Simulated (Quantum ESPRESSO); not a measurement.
**Ti in Quantum ESPRESSO: the effect of target pressure**

Crystal: Ti.

```
Ti
1.0
    -1.64100    1.64100    1.64100
     1.64100   -1.64100    1.64100
     1.64100    1.64100   -1.64100
Ti
1
Direct
  0.00000 0.00000 0.00000
```

This isn't the form of Ti at room conditions, which is hcp.

Alike in all runs:

| Property | Result |
| --- | --- |
| Program | Quantum ESPRESSO 7.5 |
| Task | relaxation of cell and atoms |
| Functional | PBE |
| Potentials or basis | SSSP 1.3 efficiency PBE |
| Cutoff | 857 eV |
| Density cutoff | 6884 eV |
| k mesh | 11 × 11 × 11 |
| Occupations | fermi-dirac, width 0.05 eV |
| Spin | no spin polarisation |

Each run relaxes the cell or the atoms first.

**Question.** One run gave: relaxed volume 17.23 Å³/atom. Which target pressure did it use?
A. 0 GPa
B. 30 GPa
C. 20 GPa
D. 10 GPa
E. 5 GPa

**Answer.** A.

```csv
target pressure,relaxed volume (Å³/atom)
0 GPa,17.23
2 GPa,16.92
5 GPa,16.49
10 GPa,15.87
20 GPa,14.87
30 GPa,14.06
```

Caveats: the volume moved by over 15 % at a fixed basis, so the end points are rough (some runs).
